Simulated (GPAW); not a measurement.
CdSe (Cadmoselite):

```
CELL_PARAMETERS angstrom
4.30000 0.00000 0.00000
-2.15000 3.72391 0.00000
0.00000 0.00000 7.02000
ATOMIC_POSITIONS crystal
Cd 0.66667 0.33333 0.50000
Cd 0.33333 0.66667 0.00000
Se 0.66667 0.33333 0.88500
Se 0.33333 0.66667 0.38500
```

* Program: GPAW 26.7.0
* Task: relaxation of cell and atoms
* Functional: PBEsol
* Dispersion: D4
* Potentials or basis: PAW data sets generated in the run's folder for this functional
* Cutoff: 600 eV
* Basis: pw
* k mesh: 5 × 5 × 3
* Occupations: fermi-dirac, width 0.05 eV
* Spin: no spin polarisation

At the start: pressure -1.0 GPa; volume 28.10 Å³/atom.

Where does the relaxation end?

Over 9 steps the energy falls by 6.8 meV/atom and the volume is 27.48 Å³/atom (-2.2 %); space group P6_3mc (No. 186, to 0.05 Å).

Step by step:
```tsv
step	energy change (eV)	largest force (eV/Å)	pressure (GPa)	volume (Å³)
1	0.0000	0.2692	-1.04	112.41
2	-0.0062	0.2372	-0.97	112.19
3	-0.0249	0.0863	-0.18	110.39
4	-0.0262	0.0030	-0.34	110.69
5	-0.0264	0.0069	-0.29	110.59
6	-0.0271	0.0044	0.00	110.00
7	-0.0271	0.0048	0.04	109.94
8	-0.0271	0.0105	0.04	109.93
9	-0.0272	0.0151	0.04	109.93
```

Final structure:
```cif
data_structure
_symmetry_space_group_name_H-M 'P 1'
_symmetry_Int_Tables_number 1
_cell_length_a 4.2752
_cell_length_b 4.2752
_cell_length_c 6.9452
_cell_angle_alpha 90.000
_cell_angle_beta 90.000
_cell_angle_gamma 120.000
_cell_volume 109.93
loop_
_atom_site_label
_atom_site_type_symbol
_atom_site_fract_x
_atom_site_fract_y
_atom_site_fract_z
_atom_site_occupancy
Cd1 Cd 0.66667 0.33333 0.50400 1
Cd2 Cd 0.33333 0.66667 0.00400 1
Se1 Se 0.66667 0.33333 0.88100 1
Se2 Se 0.33333 0.66667 0.38100 1
```

Caveat: later steps reuse the first step's grids.
